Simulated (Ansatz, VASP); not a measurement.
## One calculation of Hf, two programs

Contents of INCAR:

```
SYSTEM = Hf
ALGO = Normal ; EDIFF = 1E-6
ENCUT = 520 ; GGA = CA
GGA_COMPAT = .False. ; ISIF = 2
ISMEAR = -1 ; LASPH = .True.
LCHARG = .True. ; LMAXMIX = 4
LNONCOLLINEAR = .True. ; LORBIT = 11
LORBMOM = .True. ; LREAL = .False.
LSORBIT = .True. ; LVHAR = .True.
LWAVE = .False. ; MAGMOM = 0 0 0 0 0 0
NBANDS = 32 ; NELM = 150
PREC = Accurate ; SIGMA = 0.1
```

Contents of KPOINTS:

```
k-points
0
Gamma
  9 9 9
  0 0 0
```

File POSCAR:

```
Hf
1.0
    0.0000000000      3.1128363335      3.1128363335
    3.1128363335      0.0000000000      3.1128363335
    3.1128363335      3.1128363335      0.0000000000
Hf
2
Direct
    0.1250000000      0.1250000000      0.1250000000
    0.8750000000      0.8750000000      0.8750000000
```

Input for Ansatz:

```yaml
crystal:
  lattice:
    - [0.0, 3.1128363335, 3.1128363335]
    - [3.1128363335, 0.0, 3.1128363335]
    - [3.1128363335, 3.1128363335, 0.0]
  atoms:
    - { symbol: Hf, position: [0.125, 0.125, 0.125] }
    - { symbol: Hf, position: [0.875, 0.875, 0.875] }
hamiltonian:
  xc: lda
  pseudopotentials:
    kind: paw_fr
    azcp:
      Hf: "pseudopotentials/Hf.paw.azcp"
basis:
  ecutwfc: 420
  fft_grid_basis: typed
kpoints:
  mp_grid: { grid: [9, 9, 9], shift: [0, 0, 0] }
magnetization:
  noncollinear: true
  spin_orbit: true
scf:
  occupations: { method: fermi_dirac, width: 0.1 }
```

Alike in both runs: task single point; functional LDA; k mesh 9 × 9 × 9; occupations fermi-dirac, width 0.1 eV; non-collinear spin, spin-orbit coupling.

|  | VASP | Ansatz |
| --- | --- | --- |
| version | VASP 6.6.1 | Ansatz 0.2.0 |
| potentials or method | VASP PAW LDA potentials, release 64 (Hf_pv) | plane waves (420 eV) with PAW, fully relativistic with spin-orbit coupling |
| plane-wave cutoff (eV) | 520 | 420 |
| valence electrons in the cell | 20 | 52 |

```csv
,VASP,Ansatz,Ansatz less VASP
net moment per atom (μB),0.00,0.00,0.000
```

The two sets of potentials don't hold the same shells in valence. Ansatz warned: «pseudo_functional_mismatch».
